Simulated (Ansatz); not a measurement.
Take a crystal in which Sb has been replaced by As on all its sites, with the cell rescaled by a rough guess (in some cases also distorted within its space group) and nothing relaxed:

```xyz
4
Lattice="4.3583 0.0000 0.0000 0.0000 4.3583 0.0000 0.0000 0.0000 4.3583" Properties=species:S:1:pos:R:3 pbc="T T T"
In    0.0000    0.0000    0.0000
As    2.1791    0.0000    2.1791
As    0.0000    2.1791    2.1791
As    2.1791    2.1791    0.0000
```

All numbers below come from DFT PBEsol, scalar-relativistic, plane waves, PAW in Ansatz.

Cutoff 420 eV; k points 10×10×10 on the computed 4-atom cell (Γ-centred); Gaussian smearing, width 0.10 eV; no spin polarisation.

(1) Will this cell want to expand or contract, and how hard?

(2) Is it a metal on this mesh?

(3) What is its energy against the elements in their standard states?

Results:

(1) The pressure is -1.8 GPa (positive in compression), so the cell would contract.

(2) Yes, a band crosses the Fermi level.

(3) +0.319 eV/atom at this unrelaxed geometry, with the elements in the same functional.